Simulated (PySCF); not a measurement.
**Question.** What does the PBE0-D3(BJ)/def2-TZVP structure of InChI=1S/C7H8/c1-2-7-4-3-6(1)5-7/h1-4,6-7H,5H2/t6-,7+ look like in three dimensions?

**Answer.** 
```
atom  x, y, z in Å
C1     0.9477    0.6047   -0.3522
C2     0.8548   -0.7201   -0.3409
C3    -0.5184   -1.0717    0.2395
C4    -1.5718   -0.5539   -0.7442
C5    -1.4798    0.7709   -0.7557
C6    -0.3632    1.1523    0.2212
C7    -0.6149    0.0611    1.2883
H8     1.7521    1.2142   -0.7400
H9     1.5667   -1.4413   -0.7181
H10   -0.6463   -2.0957    0.5849
H11   -2.2108   -1.1825   -1.3487
H12   -2.0275    1.4727   -1.3696
H13   -0.3462    2.1901    0.5484
H14   -1.6013    0.1333    1.7504
H15    0.1713    0.0122    2.0443
```

Any rigid rotation of these coordinates is as good. Atoms count from 1 in this order. The 5-membered ring C1–C2–C3–C7–C6 has internal angles of 92.2° to 107.1° (sum 503°, against 540° for a flat polygon); it is puckered, 0.27 Å rms from its mean plane, widest ring torsion 54°. The 8 C–C bonds span 1.328 Å (C1=C2, drawn double) to 1.547 Å (C6–C7, drawn single), a spread of 0.219 Å. The 5-membered ring C3–C4–C5–C6–C7 has internal angles of 92.2° to 107.2° (sum 503°, against 540° for a flat polygon); it is puckered, 0.27 Å rms from its mean plane, widest ring torsion 54°.

Bonds between heavy atoms (Å): C1=C2 1.328, C2–C3 1.532, C3–C4 1.532, C4=C5 1.328, C5–C6 1.532, C6–C7 1.547, C1–C6 1.532, C3–C7 1.547.

The calculation used PBE0-D3(BJ)/def2-TZVP geometry optimisation, gas phase (PySCF).

Point group: C2v (tolerance 0.08 Å). No PBE0-D3(BJ)/def2-TZVP frequencies stand behind this structure, so it isn't proved a minimum.
